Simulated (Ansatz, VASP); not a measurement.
# AlNi: VASP beside Ansatz

INCAR

```
  PREC = Accurate
  ENCUT = 520
  EDIFF = 1E-6
  ISMEAR = 0
  SIGMA = 0.1
  LREAL = F
  LASPH = T
  NELM = 100
  ALGO = Normal
  ISIF = 2
  LWAVE = F
  LCHARG = T
  GGA = PS
  LELF = T
  LVHAR = T
  NBANDS = 14
```

The input KPOINTS:

```
regular mesh
0
Gamma
  14 14 14
```

File POSCAR:

```
AlNi
1.0
    2.8586048674      0.0000000000      0.0000000000
    0.0000000000      2.8586048674      0.0000000000
    0.0000000000      0.0000000000      2.7833266193
Al Ni
1 1
Direct
    0.0000000000      0.0000000000      0.0000000000
    0.5000000000      0.5000000000      0.5000000000
```

Input for Ansatz:

```yaml
crystal:
  lattice:
    - [2.8586048674, 0.0, 0.0]
    - [0.0, 2.8586048674, 0.0]
    - [0.0, 0.0, 2.7833266193]
  atoms:
    - { symbol: Al, position: [0.0, 0.0, 0.0] }
    - { symbol: Ni, position: [0.5, 0.5, 0.5] }
basis:
  ecutwfc: 420
kpoints:
  mp_grid: { grid: [14, 14, 14] }
hamiltonian:
  xc: pbesol
scf:
  occupations: { method: gaussian, width: 0.1 }
output:
  forces: true
  stress: true
  eigenvalues: true
```

Change from the starting cell: strain along c alone, the other axes held, atoms relaxed: -3.0 %.

Alike in both runs: task single point; functional PBEsol; k mesh 14 × 14 × 14; occupations gaussian, width 0.1 eV; no spin polarisation.

```csv
,VASP,Ansatz
version,VASP 6.6.1,Ansatz 0.2.0
potentials or method,"VASP PAW PBE potentials, release 64 (Al, Ni)","scalar-relativistic, plane waves, PAW"
plane-wave cutoff (eV),520,420
valence electrons in the cell,13,21
```

Ansatz gave:

```
gap on the k mesh at the Fermi level (eV)       : none
pressure (GPa)                                  : 5.7
largest component of the traceless stress (GPa) : 1.21
```

Q: Which values does VASP return?

A: gap on the k mesh at the Fermi level (eV): none; pressure (GPa): 5.9; largest component of the traceless stress (GPa): 1.24.

A gap of «none» marks a metal or a gap that the smearing closes. The two sets of potentials don't hold the same shells in valence.

Caveats: the PAW data sets were made with another functional, which shifts forces and pressure a little (VASP). Spin polarisation is off, so any magnetic state and its effect on volume and gap are missing.
